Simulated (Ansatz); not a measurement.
**Compressing TiAl3: a fit and a missing row**

TiAl3, I4/mmm, a = 3.845 Å, c = 8.623 Å. Ansatz: PBE, PAW, 420 eV, Γ-centred 16×16×16 mesh on 4 atoms, Gaussian smearing 0.10 eV; no spin polarisation. Shape and atoms are relaxed at each volume; pressure is positive in compression.

```tsv
V (Å³/atom)	P (GPa)
14.025	?
14.503	12.04
14.982	7.40
15.460	3.41
15.938	-0.01
16.416	-2.95
16.894	-5.47
17.532	-8.27
```

Problem. Take V0 = 15.938 Å³/atom, count pressures from its P0 = -0.01 GPa, fit the third-order Birch–Murnaghan form to the other rows, and predict the missing pressure.

Solution. With the Eulerian strain f = ½[(V0/V)^(2/3) − 1] and y = (P − P0)/[3f(1 + 2f)^(5/2)], the form is the line y = B0 + 1.5 B0 (B0′ − 4) f. Rows (f, y): 0.03246, 105.7; 0.02105, 105.8; 0.01025, 105.7; -0.00975, 105.6; -0.01905, 105.3; -0.03079, 104.8. Means f = 0.0006950, y = 105.48; Σ(Δf)² = 0.003005, ΣΔfΔy = 0.03931; the slope is their ratio. y = 105.5 + 13.08 f GPa, so B0 = 105.5 GPa and B0′ = 4 + 2 × (13.08)/(3 × 105.5) = 4.08. At V = 14.025, f = 0.04449, y = 106.08 and P = 17.51 GPa. The run gave 17.47 GPa, so the fit is 0.04 GPa too high, a small miss on the scale of the series.